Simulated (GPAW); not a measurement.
Here is a GPAW 26.7.0 calculation.

run.py

```python
from ase import Atoms
from ase.dft.bandgap import bandgap
from ase.io import write
from ase.units import GPa
from gpaw import GPAW, PW, setup_paths

setup_paths.insert(0, '.')

atoms = Atoms(['Sn'],
              cell=[[-1.89113827, 1.89779276, 1.87320021],
                    [1.8971113, -1.92153722, 1.90291771],
                    [1.88324499, 1.91364394, -1.89694467]],
              scaled_positions=[[0.0, 0.0, 0.0]],
              pbc=True)

calc = GPAW(mode=PW(600),
            xc='GGA_X_SOGGA+GGA_C_PBE_SOL',
            kpts={'size': (10, 10, 10), 'gamma': True},
            occupations={'name': 'fermi-dirac', 'width': 0.05},
            nbands=14,
            convergence={'density': 1e-05, 'energy': 1e-05},
            maxiter=150,
            txt='gpaw.txt')
atoms.calc = calc
energy = atoms.get_potential_energy()
forces = atoms.get_forces()
stress = atoms.get_stress()
calc.write('gs.gpw')
write('result.traj', atoms)
print(f'Energy: {energy:.6f} eV')
print('Forces (eV/A):')
print(forces.round(4))
print('Stress (GPa):', (stress / GPa).round(3))
print('Fermi level:', round(calc.get_fermi_level(), 4), 'eV')
print(f'Gap: {bandgap(calc)[0]:.4f} eV, direct: {bandgap(calc, direct=True)[0]:.4f} eV')
```

Potentials or basis: PAW data sets generated in the run's folder for this functional, pw.

Run with:

```console
$ gpaw-setup -f GGA_X_SOGGA+GGA_C_PBE_SOL Sn
$ OMP_NUM_THREADS=1 python run.py
```

Problem. What does it give for the pressure?

Solution. -2.5 GPa.

Problem. Estimate the band gap on the k mesh.

Solution. None (metal or under the smearing width).

Stress tensor (GPa, compression positive):
```
-2.64 -0.10  0.08
-0.10 -2.13 -0.15
 0.08 -0.15 -2.70
```
